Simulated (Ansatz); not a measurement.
BN in Ansatz: convergence with scf exx energy threshold

Input of the first run (scf exx energy threshold 0.01); the others differ in this setting and in those tied to it:

File input.yaml:

```yaml
crystal:
  lattice:
    - [2.49824, 0.0, 0.0]
    - [-1.24912, 2.1635393048, 0.0]
    - [0.0, 0.0, 6.6357]
  atoms:
    - { symbol: "N", position: [0.6666666667, 0.3333333333, 0.25] }
    - { symbol: "N", position: [0.3333333333, 0.6666666667, 0.75] }
    - { symbol: B, position: [0.6666666667, 0.3333333333, 0.75] }
    - { symbol: B, position: [0.3333333333, 0.6666666667, 0.25] }
hamiltonian:
  xc: pbe0
  pseudopotentials: { kind: paw }
kpoints:
  mp_grid: { grid: [6, 6, 2] }
scf:
  occupations: { method: fermi_dirac, width: 0.1 }
  exx: { energy_threshold: 0.01 }
output:
  forces: true
  stress: true
  eigenvalues: true
```

Potentials or basis: Ansatz PAW.

Run with:

```sh
$ ansatz run input.yaml --threads 2 --pin off --max-ram 5632MiB --backend cpu --events-out ev --progress --plain --runs-dir out
```

Hardware: 2 threads of Intel(R) Xeon(R) Processor @ 2.50GHz (Skylake/Cascade Lake) (shared host).

```csv
scf exx energy threshold,"energy less the tightest run, at zero smearing (meV/atom)",SCF cycles,CPU time (s),peak memory (GiB)
0.01,0.00,11,27,0.57
0.001,0.00,11,27,0.57
0.0001,0.00,11,28,0.57
1e-05,0.00,11,28,0.57
1e-06,0.00,12,28,0.58
1e-07,0.00,15,30,0.57
```

Against the tightest run, the energy stays within 1 meV/atom from 0.01 on. The tightest run that finished is the yardstick and may itself not be fully converged.

Caveat, for the tightest run too: the k mesh is coarse (spacing up to 0.48 Å⁻¹), so the values aren't converged, least of all with exact exchange.
